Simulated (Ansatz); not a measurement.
The reference is GeO2 in the rutile structure (space group P4_2/mnm, No. 136; a = 4.488 Å, c = 2.905 Å). Axes: x, y, z lie along a, b, c of the conventional cell.

Structures relaxed with PBE/PAW in Ansatz (a program for electronic structure), no spin-orbit coupling.

Base:

Simulated powder pattern, Cu Kα, λ = 1.54184 Å (kinematic, ideal powder, no thermal factors, no anomalous dispersion; the 10 strongest lines at most, above 2 %, up to 2θ = 90°):

```csv
2θ (°),I/Imax (%),hkl
28.12,100,(110)
36.86,62,(101)
40.19,16,(200)
42.18,7.9,(111)
55.67,62,(211)
58.14,16,(220)
65.81,12,(310)
70.86,20,(301)
71.43,13,(112)
84.73,9.6,(321)
```

Now apply this change: compressive biaxial strain of 2.06 % in the plane normal to [001], as in epitaxy on a mismatched substrate; the out-of-plane cell vector and the atoms relax.

Problem. Predict the new powder pattern.

Solution. 
Simulated powder pattern, Cu Kα, λ = 1.54184 Å (kinematic, ideal powder, no thermal factors, no anomalous dispersion; the 10 strongest lines at most, above 2 %, up to 2θ = 90°):

```tsv
2θ (°)	I/Imax (%)	hkl
28.73	100	(110)
36.74	67	(101)
41.07	16	(200)
42.28	8.4	(111)
56.27	64	(211)
59.49	16	(220)
67.38	12	(310)
70.82	14	(112)
72.00	20	(301)
86.39	9.8	(321)
```

The indices refer to the base's conventional cell; one index is shown for lines that coincide.

Whether these cells are dynamically stable was not tested.
